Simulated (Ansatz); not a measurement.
The calculation used DFT PBE, scalar-relativistic, plane waves, PAW (Ansatz 0.2.0). All cells share a 420 eV cutoff and Γ-centred k meshes spaced at most about 0.3 Å⁻¹ (about 0.25 or finer for metals, 2π included). No spin polarisation.

All energies are static (0 K, no zero-point motion).

Two relaxed structures of Hf5H2:

1.

```xyz
14
Lattice="3.2120 0.0000 0.0000 -1.6060 2.7817 0.0000 0.0000 0.0000 26.6051" Properties=species:S:1:pos:R:3 pbc="T T T"
Hf    0.0000    1.8545    1.2416
Hf    1.6060    0.9272    4.1048
Hf    0.0000    1.8545   12.0610
Hf    1.6060    0.9272    9.1978
Hf    0.0000    1.8545    6.6513
Hf    1.6060    0.9272   25.3636
Hf    0.0000    1.8545   22.5004
Hf    1.6060    0.9272   14.5442
Hf    0.0000    1.8545   17.4073
Hf    1.6060    0.9272   19.9539
H     0.0000    1.8545    3.2735
H     0.0000    1.8545   10.0290
H     1.6060    0.9272   23.3316
H     1.6060    0.9272   16.5761
```

2.

```xyz
7
Lattice="-1.5937 1.5937 11.6226 1.5937 -1.5937 11.6226 1.5937 1.5937 -11.6226" Properties=species:S:1:pos:R:3 pbc="T T T"
Hf    0.0000    0.0000    4.4494
Hf    0.0000    0.0000   18.7958
Hf    0.0000    0.0000    0.0000
Hf    0.0000    0.0000    9.3763
Hf    0.0000    0.0000   13.8689
H     0.0000    1.5937    5.8113
H     1.5937    0.0000    5.8113
```

Question: Which is lower in energy, and by how much?

Answer: Cell 2 is lower, by 36 meV/atom. Cell 1 has space group P6_3/mmc (No. 194), 17.0 Å³/atom and no gap on its mesh; cell 2 has space group I4/mmm (No. 139), 16.9 Å³/atom and no gap. In cell 1, Hf on a site of symmetry 3m is surrounded by 1 H at 2.03 Å, 9 Hf at 3.10–3.21 Å and 3 Hf at 3.41 Å; Hf on a second site of symmetry 3m is surrounded by 3 H at 2.03 Å, 9 Hf at 3.15–3.21 Å and 3 Hf at 3.41 Å; H has 4 Hf at 2.03 Å, 6 H at 3.21 Å and 1 Hf at 3.38 Å; 1 more site not described. In cell 2, Hf on a site of symmetry 4mm has 4 H at 2.10 Å, 8 Hf at 3.15–3.19 Å and 4 Hf at 3.54 Å; Hf on a site of symmetry 4/mmm has 12 Hf at 3.18–3.19 Å; around H lie 4 Hf at 2.10 Å and 4 H at 2.25 Å; 1 more site not described. Both come from invented guesses. The lowest form computed isn't among them: it has space group P-3m1 (No. 164), 17.0 Å³/atom and lies 6 meV/atom below the best shown.

Spin–orbit coupling, which can matter for Hf, is left out. With hydrogen, zero-point motion can shift such differences by 10 meV/atom or more. Cells relaxed within their symmetry can be saddle points. Some candidate types were left out of the draw beforehand, so a known form may be missing.
